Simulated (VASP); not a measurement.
Here is a VASP 6.6.1 calculation.

Contents of INCAR:

```
SYSTEM = AlGa3N2
ALGO     = Fast           ! electronic algorithm
EDIFF    = 1E-4           ! SCF threshold, eV
EDIFFG   = -0.08          ! ionic threshold
ENCUT    = 520            ! plane-wave cutoff, eV
GGA      = PE             ! functional
IBRION   = 2              ! ionic algorithm
ISIF     = 3              ! what is computed and relaxed
ISMEAR   = 0              ! smearing method
KPAR     = 2            
LASPH    = .TRUE.         ! aspherical terms in the spheres
LCHARG   = .FALSE.        ! write CHGCAR
LREAL    = .FALSE.        ! projectors in reciprocal space
LWAVE    = .FALSE.        ! write WAVECAR
NELM     = 60             ! most SCF steps
NSW      = 24             ! ionic steps
PREC     = Normal         ! precision mode
SIGMA    = 0.15           ! smearing width, eV
```

Contents of KPOINTS:

```
k-points
0
G
  4 4 3
  0 0 0
```

File POSCAR:

```
AlGa3N2
1.0
    4.1883552400      0.0000000000      0.0000000000
    0.0000000000      4.1883552400      0.0000000000
    0.0000000000      0.0000000000      6.0866032400
Al Ga N
1 3 2
Direct
    0.0000000000      0.0000000000      0.0000000000
    0.0000000000      0.5000000000      0.5000000000
    0.5000000000      0.0000000000      0.5000000000
    0.5000000000      0.5000000000      0.5000000000
    0.5000000000      0.5000000000      0.1239468400
    0.5000000000      0.5000000000      0.8760531600
```

Potentials or basis: VASP PAW PBE potentials, release 64 (Al, Ga_d, N).

The run is started by

```bash
$ cat potpaw_PBE.64/Al/POTCAR potpaw_PBE.64/Ga_d/POTCAR potpaw_PBE.64/N/POTCAR > POTCAR
$ mpirun -np 2 vasp_std > vasp.out
```

(1) Estimate the band gap on the k mesh.

(2) What does it give for the space group after relaxing (to 0.05 Å)?

(3) What does it give for the relaxed cell?

(4) Estimate the relaxed volume.

## Answers

(1) none (metal or under the smearing width).

(2) P4/mmm (No. 123).

(3) a = 4.920 Å, b = 4.920 Å, c = 5.611 Å, α = 90.00°, β = 90.00°, γ = 90.00°.

(4) 22.64 Å³/atom.

Caveat: the k mesh is coarse (spacing up to 0.38 Å⁻¹), so the values aren't converged; the volume moved by over 15 % at a fixed basis, so the end points are rough.
